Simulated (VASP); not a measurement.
The system is Te2Mo.

```
CELL_PARAMETERS angstrom
3.51820 0.00000 0.00000
-1.75910 3.04685 0.00000
0.00000 0.00000 13.97360
ATOMIC_POSITIONS crystal
Te 0.33333 0.66667 0.62100
Te 0.66667 0.33333 0.12100
Te 0.33333 0.66667 0.87900
Te 0.66667 0.33333 0.37900
Mo 0.33333 0.66667 0.25000
Mo 0.66667 0.33333 0.75000
```

```yaml
Program: VASP 6.6.1
Task: relaxation of cell and atoms
Functional: r2SCAN
Potentials_or_basis: VASP PAW PBE potentials, release 64 (Te, Mo_sv)
Cutoff: 600 eV
k_mesh: 9 × 9 × 2
Occupations: gaussian, width 0.03 eV
Spin: no spin polarisation
```

At the start: pressure 2.3 GPa; volume 24.96 Å³/atom.

Problem. Where does the relaxation end?

Solution. Over 13 steps the energy falls by 13.0 meV/atom and the volume is 27.02 Å³/atom (+8.2 %); space group P6_3/mmc (No. 194, to 0.05 Å).

Step by step:
```tsv
step	energy change (eV)	largest force (eV/Å)	pressure (GPa)	volume (Å³)
1	0.0000	0.0531	2.34	149.79
2	0.0049	0.6519	-2.55	157.84
3	-0.0273	0.3495	-0.14	153.57
4	-0.0436	0.1673	0.00	154.90
5	-0.0453	0.0914	0.07	155.45
6	-0.0542	0.0753	0.06	156.19
7	-0.0714	0.0288	0.12	158.37
8	-0.0751	0.0629	0.50	162.65
9	-0.0773	0.0403	0.38	161.27
10	-0.0601	0.2910	-1.71	165.69
11	-0.0780	0.0153	0.02	161.99
12	-0.0781	0.0202	-0.02	162.26
13	-0.0782	0.0042	0.01	162.14
```

Final structure:
```xyz
6
Lattice="3.5636 0.0000 0.0000 -1.7818 3.0861 0.0000 0.0000 0.0000 14.7427" Properties=species:S:1:pos:R:3 pbc="T T T"
Te    0.0000    2.0574    9.2659
Te    1.7818    1.0287    1.8945
Te    0.0000    2.0574   12.8481
Te    1.7818    1.0287    5.4768
Mo    0.0000    2.0574    3.6857
Mo    1.7818    1.0287   11.0570
```

Caveat: the PAW data sets were made with another functional, which shifts forces and pressure a little.
